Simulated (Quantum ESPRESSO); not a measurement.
HgSe: equation of state with PBEsol

**The experiment to reproduce.**

“The pseudo-binary mercury chalcogenide alloy HgSe0.7S0.3 at high pressure: a mechanism of the zinc blende/cinnabar reconstructive phase transition”, 2002, arxiv:cond-mat/0209548 quotes, for a bulk crystal of HgSe: bulk modulus 51.6 ± 0.2 GPa.

Crystal: HgSe.

```
Hg Se
1.0
     0.00000    3.03900    3.03900
     3.03900    0.00000    3.03900
     3.03900    3.03900    0.00000
Hg Se
1 1
Direct
  0.00000 0.00000 0.00000
  0.75000 0.75000 0.75000
```

| Item | Value |
| --- | --- |
| Program | Quantum ESPRESSO 7.5 |
| Task | equation of state |
| Functional | PBEsol |
| Potentials or basis | PseudoDojo 0.4.1 SR PBEsol standard |
| Cutoff | 1170 eV |
| Density cutoff | 4680 eV |
| k mesh | 8 × 8 × 8 |
| Occupations | fermi-dirac, width 0.05 eV |
| Spin | no spin polarisation |

```json
{
 "Equilibrium volume": "28.80 Å³/atom",
 "Bulk modulus": "52 GPa",
 "Pressure derivative of the bulk modulus": "5.0"
}
```

Energy against volume, from the lowest point:
```csv
volume (Å³/atom),energy (meV/atom)
26.383,38.88
26.944,21.89
27.505,10.12
28.067,3.00
28.628,0.00
29.189,0.67
29.751,4.60
```

All runs of the series together: 7.4 min on 1 thread of Arm Neoverse V1 (shared host).

Measured bulk modulus of HgSe: 51.6 GPa (quoted in “The pseudo-binary mercury chalcogenide alloy HgSe0.7S0.3 at high pressure: a mechanism of the zinc blende/cinnabar reconstructive phase transition”, 2002, arxiv:cond-mat/0209548). This calculation gives 52 GPa (+0.4 %). The fit is for a static lattice scaled at fixed shape and fixed fractional positions.

The run has no spin-orbit coupling, so splittings on Hg are missing.
